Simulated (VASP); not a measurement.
# ZnS (Wurtzite-4H) (P6_3mc) in VASP: notebook, part 2 of 2

VASP 6.6.1. Earlier steps stand in the parts before.

### Step 4. Relaxation of cell and atoms, PBE+TS

The input, INCAR:

```
ALGO     = Fast           # electronic algorithm
EDIFF    = 1E-6           # SCF threshold, eV
EDIFFG   = -0.01          # ionic threshold
ENCUT    = 600            # plane-wave cutoff, eV
GGA      = PE             # functional
IBRION   = 2              # ionic algorithm
ISIF     = 3              # what is computed and relaxed
ISMEAR   = -1             # smearing method
IVDW     = 2              # dispersion correction
LASPH    = T              # aspherical terms in the spheres
LCHARG   = F              # write CHGCAR
LREAL    = F              # projectors in reciprocal space
LWAVE    = F              # write WAVECAR
NELM     = 80             # most SCF steps
NSW      = 60             # ionic steps
PREC     = Accurate       # precision mode
SIGMA    = 0.05           # smearing width, eV
```

The input, KPOINTS:

```
k-points
0
Gamma
  8 8 3
```

The input, POSCAR:

```
ZnS
1.0
    3.8227000000      0.0000000000      0.0000000000
   -1.9113500000      3.3105553110      0.0000000000
    0.0000000000      0.0000000000     12.5200000000
Zn S
4 4
Direct
    0.6666666667      0.3333333333      0.7500000000
    0.3333333333      0.6666666667      0.2500000000
    0.0000000000      0.0000000000      0.5000000000
    0.0000000000      0.0000000000      0.0000000000
    0.6666666667      0.3333333333      0.9375000000
    0.3333333333      0.6666666667      0.4375000000
    0.0000000000      0.0000000000      0.6875000000
    0.0000000000      0.0000000000      0.1875000000
```

Potentials or basis: VASP PAW PBE potentials, release 64 (Zn, S).

Started as:

```bash
$ cat potpaw_PBE.64/Zn/POTCAR potpaw_PBE.64/S/POTCAR > POTCAR
$ mpirun -np 1 vasp_std > vasp.out
```

OUTCAR:

```text
EDIFF = 1E-6
   EDIFFG = -0.01
   ENCUT = 600
   GGA = PE
   IBRION = 2
   ISIF = 3
   ISMEAR = -1
   IVDW = 2
   LASPH = T
   LREAL = F
   NELM = 80
   NSW = 60
   PREC = Accurate
  IVDW =   2

 ion  position               nearest neighbor table
   1  0.667  0.333  0.750-   7 2.34   7 2.34   7 2.34   5 2.35
   2  0.333  0.667  0.250-   8 2.34   8 2.34   8 2.34   6 2.35
   3  0.000  0.000  0.500-   6 2.34   6 2.34   6 2.34   7 2.35
   4  0.000  0.000  0.000-   5 2.34   5 2.34   5 2.34   8 2.35
   5  0.667  0.333  0.938-   4 2.34   4 2.34   4 2.34   1 2.35
   6  0.333  0.667  0.438-   3 2.34   3 2.34   3 2.34   2 2.35
   7  0.000  0.000  0.688-   1 2.34   1 2.34   1 2.34   3 2.35
   8  0.000  0.000  0.188-   2 2.34   2 2.34   2 2.34   4 2.35

  LATTYP: Found a hexagonal cell.
 ALAT       =     3.8227000000
 C/A-ratio  =     3.2751719988

  Lattice vectors:

 A1 = (   3.8227000000,   0.0000000000,   0.0000000000)
 A2 = (  -1.9113500000,   3.3105553110,   0.0000000000)
 A3 = (   0.0000000000,   0.0000000000,  12.5200000000)

Analysis of symmetry for initial positions (statically):
=====================================================================
 Subroutine PRICEL returns:
 Original cell was already a primitive cell.

 Routine SETGRP: Setting up the symmetry group for a
 hexagonal supercell.

 Subroutine GETGRP returns: Found 12 space group operations
 (whereof  6 operations were pure point group operations)
 out of a pool of 24 trial point group operations.

The static configuration has the point symmetry C_3v.
 The point group associated with its full space group is C_6v.

Analysis of symmetry for dynamics (positions and initial velocities):
=====================================================================
 Subroutine PRICEL returns:
 Original cell was already a primitive cell.

 Routine SETGRP: Setting up the symmetry group for a
 hexagonal supercell.

 Subroutine GETGRP returns: Found 12 space group operations
 (whereof  6 operations were pure point group operations)
 out of a pool of 24 trial point group operations.

The dynamic configuration has the point symmetry C_3v.
 The point group associated with its full space group is C_6v.

 Subroutine INISYM returns: Found 12 space group operations
[... 117 lines left out ...]
   EMIN   =  10.00;   EMAX   =-10.00  energy-range for DOS
   EFERMI =   0.00;   METHOD = LEGACY
   ISMEAR =    -1;   SIGMA  =   0.05  broadening in eV -4-tet -1-fermi 0-gaus
   EFERMI_NEDOS =   21; number of points for ismear=-14 and -15
   IALGO  =     68    algorithm
   IMIX   =      4    mixing-type and parameters
     AMIX     =   0.40;   BMIX     =  1.00
     AMIX_MAG =   1.60;   BMIX_MAG =  1.00
  volume/ion in A,a.u.               =      19.81       133.65
  Fermi-wavevector in a.u.,A,eV,Ry     =   1.258618  2.378443 21.553244  1.584119
  Thomas-Fermi vector in A             =   2.392218
   LORBIT       =      0    0 simple, 1 ext, 2 COOP (PROOUT), +10 PAW based schemes
   GGA     = PE    functional components
   LHFCALC =     F    Hartree Fock is set to
   AEXX    =    0.0000 exact exchange contribution
   IVDW    =     2    specifies the selected vdW correction
   LEPSILON=     F    determine dielectric tensor
   LRPA    =     F    only Hartree local field effects (RPA)
 conjugate gradient relaxation of ions
 non-spin polarized calculation
 RMM-DIIS sequential band-by-band and
  energy-cutoff  :      600.00
  volume of cell :      158.44
 maximum number of plane-waves:      5324
 NGX is ok and might be reduce to    32
   NGX = 15   NGY = 15   NGZ = 51

--------------------------------------- Ionic step        1  -------------------------------------------

 number of electron      72.0000036 magnetization

 Free energy of the ion-electron system (eV)
  ---------------------------------------------------
  ext. energy  EPLUGINS =         0.00000000
  ---------------------------------------------------
  free energy    TOTEN  =       -27.38377334 eV

  energy without entropy =      -27.38377334  energy(sigma->0) =      -27.38377334

------------------------ aborting loop because EDIFF is reached ----------------------------------------

  Tkatchenko/Scheffler method for vdW energy calculation

  Number of pair interactions contributing to vdW energy:  118618
[... 375 lines left out ...]
--------------------------------------- Ionic step        9  -------------------------------------------

 number of electron      72.0000030 magnetization

 Free energy of the ion-electron system (eV)
  ---------------------------------------------------
  ext. energy  EPLUGINS =         0.00000000
  ---------------------------------------------------
  free energy    TOTEN  =       -27.39254827 eV

  energy without entropy =      -27.39254827  energy(sigma->0) =      -27.39254827

 E-fermi :   3.0716     XC(G=0):  -9.5723

 val. band max:        2.0144386168   @ k =   0.0000   0.0000   0.0000
 cond. band min:       4.1032029026   @ k =   0.0000   0.0000   0.0000
 fundamental gap:      2.0887642858
 Fermi energy:         3.0715600738

 k-point     1 :       0.0000    0.0000    0.0000
  band No.  band energies     occupation
      1     -11.0646      2.00000
      2     -10.6642      2.00000
      3     -10.6403      2.00000
      4     -10.1617      2.00000
      5      -4.2927      2.00000
      6      -4.2813      2.00000
[... 909 lines left out ...]
     42       7.9403      0.00000
     43       8.3480      0.00000

------------------------ aborting loop because EDIFF is reached ----------------------------------------

  Hirshfeld charges:
            ion         q(e)
   ------------------------------
      1     Zn       0.22812071
      2     Zn       0.22812071
      3     Zn       0.22590763
      4     Zn       0.22590763
      5     S       -0.22789927
      6     S       -0.22789927
      7     S       -0.22612907
      8     S       -0.22612907
[... 37 lines left out ...]
  FREE ENERGIE OF THE ION-ELECTRON SYSTEM (eV)
  ---------------------------------------------------
  free  energy   TOTEN  =       -29.3294312431 eV

  energy  without entropy=      -29.3294312431  energy(sigma->0) =      -29.32943124

 reached required accuracy - stopping structural energy minimisation
```

CONTCAR:

```text
ZnS
   1.00000000000000
     3.8290998126253446    0.0000000000000000    0.0000000000000000
    -1.9145499063126723    3.3160977113127745    0.0000000000000000
    -0.0000000000000000    0.0000000000000000   12.5746574734944083
  Zn              S
     4     4
Direct
     0.6666666667000030    0.3333333332999970    0.7501562743566348
     0.3333333332999970    0.6666666667000030    0.2501562743566348
     0.0000000000000000    0.0000000000000000    0.5004800042720450
     0.0000000000000000    0.0000000000000000    0.0004800042720450
     0.6666666667000030    0.3333333332999970    0.9374622520022663
     0.3333333332999970    0.6666666667000030    0.4374622520022662
     1.0000000000000000    0.0000000000000000    0.6869014693690539
     0.0000000000000000    0.0000000000000000    0.1869014693690541

  0.00000000E+00  0.00000000E+00  0.00000000E+00
  0.00000000E+00  0.00000000E+00  0.00000000E+00
  0.00000000E+00  0.00000000E+00  0.00000000E+00
  0.00000000E+00  0.00000000E+00  0.00000000E+00
  0.00000000E+00  0.00000000E+00  0.00000000E+00
  0.00000000E+00  0.00000000E+00  0.00000000E+00
  0.00000000E+00  0.00000000E+00  0.00000000E+00
  0.00000000E+00  0.00000000E+00  0.00000000E+00
```

It took 6.4 min on 1 thread of Intel Xeon 6975P-C (Granite Rapids), shared host; peak memory 0.4 GiB.

Results:

```
Free energy                            : -29.3294 eV
Relaxed volume                         : 19.96 Å³/atom
Relaxed cell                           : a = 3.829 Å, b = 3.829 Å, c = 12.575 Å, α = 90.00°, β = 90.00°, γ = 120.00°
Space group after relaxing (to 0.05 Å) : P6_3mc (No. 186)
Energy gained by relaxing              : 0.5 meV/atom
Ionic steps                            : 9
Pressure after relaxing                : 0.0 GPa
Largest force after relaxing           : 0.008 eV/Å
Band gap on the k mesh                 : 2.09 eV, direct
Hirshfeld charges                      : Zn +0.23; S -0.23 e
Dispersion energy per atom             : -0.242 eV
```

Forces on the atoms (eV/Å):
```
Zn   0.000  0.000  0.005
Zn   0.000  0.000  0.005
Zn   0.000  0.000  0.000
Zn   0.000  0.000  0.000
S    0.000  0.000 -0.008
S    0.000  0.000 -0.008
S    0.000  0.000  0.003
S    0.000  0.000  0.003
```

Step by step:
| step | energy change (eV) | largest force (eV/Å) | pressure (GPa) | volume (Å³) |
| --- | --- | --- | --- | --- |
| 1 | 0.0000 | 0.0802 | 0.70 | 158.44 |
| 2 | -0.0029 | 0.0302 | -0.32 | 160.44 |
| 3 | -0.0033 | 0.0451 | -0.06 | 159.87 |
| 4 | -0.0033 | 0.0456 | -0.01 | 159.84 |
| 5 | -0.0036 | 0.0223 | -0.02 | 159.79 |
| 6 | -0.0037 | 0.0121 | 0.00 | 159.75 |
| 7 | -0.0037 | 0.0315 | -0.03 | 159.68 |
| 8 | -0.0037 | 0.0174 | -0.01 | 159.73 |
| 9 | -0.0038 | 0.0077 | 0.03 | 159.67 |

Final structure:
```yaml
crystal:
  lattice:
    - [3.82910, 0.00000, 0.00000]
    - [-1.91455, 3.31610, 0.00000]
    - [0.00000, 0.00000, 12.57466]
  atoms:
    - { symbol: Zn, position: [0.66667, 0.33333, 0.75016] }
    - { symbol: Zn, position: [0.33333, 0.66667, 0.25016] }
    - { symbol: Zn, position: [0.00000, 0.00000, 0.50048] }
    - { symbol: Zn, position: [0.00000, 0.00000, 0.00048] }
    - { symbol: S, position: [0.66667, 0.33333, 0.93746] }
    - { symbol: S, position: [0.33333, 0.66667, 0.43746] }
    - { symbol: S, position: [0.00000, 0.00000, 0.68690] }
    - { symbol: S, position: [0.00000, 0.00000, 0.18690] }
```

Levels at points of the mesh, in eV from the valence-band top:
| k point | band 32 | band 33 | band 34 | band 35 | band 36 | band 37 | band 38 | band 39 | band 40 | band 41 |
| --- | --- | --- | --- | --- | --- | --- | --- | --- | --- | --- |
| (0.00, 0.00, 0.00) | -0.45 | -0.45 | -0.06 | 0.00 | 0.00 | 2.09 | 3.20 | 3.37 | 3.61 | 6.36 |
| (0.50, 0.00, 0.00) | -1.57 | -1.57 | -1.55 | -1.11 | -0.85 | 3.29 | 3.36 | 3.78 | 4.36 | 4.87 |

Caveat: an odd mesh through Γ misses points on the zone boundary, where band edges often lie.

### Step 5. Relaxation of cell and atoms, PBE+MBD

The input, INCAR:

```
SYSTEM = ZnS
ALGO = Normal ; EDIFF = 1E-6
EDIFFG = -0.005 ; ENCUT = 600
GGA = PE ; IBRION = 2
ISIF = 3 ; ISMEAR = -1
IVDW = 202 ; LASPH = .True.
LCHARG = .False. ; LREAL = .False.
LWAVE = .False. ; NELM = 100
NSW = 40 ; PREC = Accurate
SIGMA = 0.05
```

The input, KPOINTS:

```
k-points
0
Gamma
  8 8 3
  0 0 0
```

POSCAR is that of step 4.

Started as:

```bash
$ cat potpaw_PBE.64/Zn/POTCAR potpaw_PBE.64/S/POTCAR > POTCAR
$ mpirun -np 1 vasp_std > vasp.out
```

Run time: 6.3 min. Hardware: 1 thread of Intel Xeon 6975P-C (Granite Rapids), shared host; peak memory 0.39 GiB.

Results (log left out):

- Free energy: -29.1609 eV
- Relaxed volume: 19.71 Å³/atom
- Relaxed cell: a = 3.817 Å, b = 3.817 Å, c = 12.496 Å, α = 90.00°, β = 90.00°, γ = 120.00°
- Space group after relaxing (to 0.05 Å): P6_3mc (No. 186)
- Energy gained by relaxing: 0.1 meV/atom
- Ionic steps: 9
- Pressure after relaxing: 0.0 GPa
- Largest force after relaxing: 0.003 eV/Å
- Band gap on the k mesh: 2.15 eV, direct
- Hirshfeld charges: Zn +0.23, +0.22; S -0.23, -0.22 e
- Dispersion energy per atom: -0.223 eV

Forces on the atoms (eV/Å):
```
Zn   0.000  0.000  0.003
Zn   0.000  0.000  0.003
Zn   0.000  0.000 -0.002
Zn   0.000  0.000 -0.002
S    0.000  0.000 -0.003
S    0.000  0.000 -0.003
S    0.000  0.000  0.001
S    0.000  0.000  0.001
```

The path:
```csv
step,energy change (eV),largest force (eV/Å),pressure (GPa),volume (Å³)
1,0.0000,0.0476,-0.33,158.44
2,-0.0008,0.0145,0.11,157.52
3,-0.0009,0.0225,-0.01,157.74
4,-0.0009,0.0202,0.04,157.68
5,-0.0009,0.0220,0.01,157.70
6,-0.0009,0.0081,0.00,157.73
7,-0.0010,0.0028,-0.04,157.75
8,-0.0009,0.0057,0.05,157.65
9,-0.0010,0.0033,0.01,157.70
```

Final structure:
```cif
data_structure
_symmetry_space_group_name_H-M 'P 1'
_symmetry_Int_Tables_number 1
_cell_length_a 3.8173
_cell_length_b 3.8173
_cell_length_c 12.4965
_cell_angle_alpha 90.000
_cell_angle_beta 90.000
_cell_angle_gamma 120.000
_cell_volume 157.70
loop_
_atom_site_label
_atom_site_type_symbol
_atom_site_fract_x
_atom_site_fract_y
_atom_site_fract_z
_atom_site_occupancy
Zn1 Zn 0.66667 0.33333 0.75004 1
Zn2 Zn 0.33333 0.66667 0.25004 1
Zn3 Zn 0.00000 0.00000 0.50016 1
Zn4 Zn 0.00000 0.00000 0.00016 1
S1 S 0.66667 0.33333 0.93760 1
S2 S 0.33333 0.66667 0.43760 1
S3 S 0.00000 0.00000 0.68720 1
S4 S 0.00000 0.00000 0.18720 1
```

Levels at points of the mesh, in eV from the valence-band top:
```csv
k point,band 34,band 35,band 36,band 37,band 38,band 39
"(0.00, 0.00, 0.00)",-0.04,0.00,0.00,2.15,3.20,3.40
"(0.50, 0.00, 0.00)",-1.58,-1.11,-0.87,3.31,3.37,3.77
```

Caveat: an odd mesh through Γ misses points on the zone boundary, where band edges often lie.

### Step 6. Relaxation of cell and atoms, PBEsol+D3

The input, INCAR:

```
  PREC = Accurate
  ENCUT = 600
  EDIFF = 1E-6
  ISMEAR = -1
  SIGMA = 0.05
  LREAL = False
  LASPH = True
  NELM = 80
  ALGO = Normal
  ISIF = 3
  LWAVE = False
  LCHARG = False
  GGA = PS
  IVDW = 11
  IBRION = 2
  NSW = 40
  EDIFFG = -0.005
```

The input, KPOINTS:

```
regular mesh
0
Gamma
  8 8 3
```

POSCAR is that of step 5.

Potentials or basis: VASP PAW PBE potentials, release 64 (Zn, S).

Started as:

```bash
$ cat potpaw_PBE.64/Zn/POTCAR potpaw_PBE.64/S/POTCAR > POTCAR
$ mpirun -np 1 vasp_std > vasp.out
```

Run time: 5.4 min. Hardware: 1 thread of Intel Xeon 6975P-C (Granite Rapids), shared host; peak memory 0.41 GiB.

The run converged. Its results:

```yaml
Free_energy: -32.1210 eV
Relaxed_volume: 18.75 Å³/atom
Relaxed_cell: a = 3.755 Å, b = 3.755 Å, c = 12.285 Å, α = 90.00°, β = 90.00°, γ = 120.00°
Space_group_after_relaxing_to_0.05_Å: P6_3mc (No. 186)
Energy_gained_by_relaxing: 14.5 meV/atom
Ionic_steps: 8
Pressure_after_relaxing: 0.0 GPa
Band_gap_on_the_k_mesh: 2.24 eV, direct
Dispersion_energy_per_atom: -0.225 eV
```

The path:
| step | energy change (eV) | largest force (eV/Å) | pressure (GPa) | volume (Å³) |
| --- | --- | --- | --- | --- |
| 1 | 0.0000 | 0.0303 | -4.17 | 158.44 |
| 2 | -0.0974 | 0.0205 | 1.78 | 146.90 |
| 3 | -0.1157 | 0.0244 | 0.01 | 149.99 |
| 4 | -0.1157 | 0.0243 | -0.05 | 150.15 |
| 5 | -0.1158 | 0.0076 | -0.07 | 150.15 |
| 6 | -0.1158 | 0.0016 | -0.07 | 150.15 |
| 7 | -0.1158 | 0.0018 | 0.03 | 149.98 |
| 8 | -0.1158 | 0.0017 | 0.00 | 150.03 |

Final structure:
```xyz
8
Lattice="3.7552 0.0000 0.0000 -1.8776 3.2521 0.0000 0.0000 0.0000 12.2852" Properties=species:S:1:pos:R:3 pbc="T T T"
Zn    1.8776    1.0840    9.2142
Zn    0.0000    2.1681    3.0716
Zn    0.0000    0.0000    6.1437
Zn    0.0000    0.0000    0.0011
S     1.8776    1.0840   11.5186
S     0.0000    2.1681    5.3760
S    -1.8776    3.2521    8.4434
S    -1.8776    3.2521    2.3008
```

Levels at points of the mesh, in eV from the valence-band top:
```
           k point  band 32  band 33  band 34  band 35  band 36  band 37  band 38  band 39  band 40  band 41
(0.00, 0.00, 0.00)    -0.51    -0.51    -0.04     0.00     0.00     2.24     3.17     3.41     3.67     6.21
(0.50, 0.00, 0.00)    -1.76    -1.76    -1.72    -1.22    -0.96     3.18     3.20     3.63     4.22     4.81
```

Caveat: the PAW data sets were made with another functional, which shifts forces and pressure a little; an odd mesh through Γ misses points on the zone boundary, where band edges often lie. A hybrid or GW would open this gap; PBEsol tends to underestimate it.

### Step 7. Overview

| level | gap on the mesh (eV) | pressure (GPa) | relaxed volume (Å³/atom) | largest force (eV/Å) |
| --- | --- | --- | --- | --- |
| PBE+D4 | 2.20 | 0.0 | 19.50 | 0.01 |
| PBE+rVV10 | 2.04 | 0.0 | 19.91 | - |
| PBE+TS | 2.09 | 0.0 | 19.96 | 0.01 |
| PBE+MBD | 2.15 | 0.0 | 19.71 | - |
| PBEsol+D3 | 2.24 | 0.0 | 18.75 | - |

Alike in all rows: task relaxation of cell and atoms; potentials or basis VASP PAW PBE potentials, release 64 (Zn, S); no spin polarisation; cell relaxed; k mesh 8 × 8 × 3; cutoff (eV) 600; smearing fermi-dirac 0.05 eV.

Caveats: an odd mesh through Γ misses points on the zone boundary, where band edges often lie; the PAW data sets were made with another functional, which shifts forces and pressure a little (some runs).

Absolute energies hang on the potentials; compare differences alone.
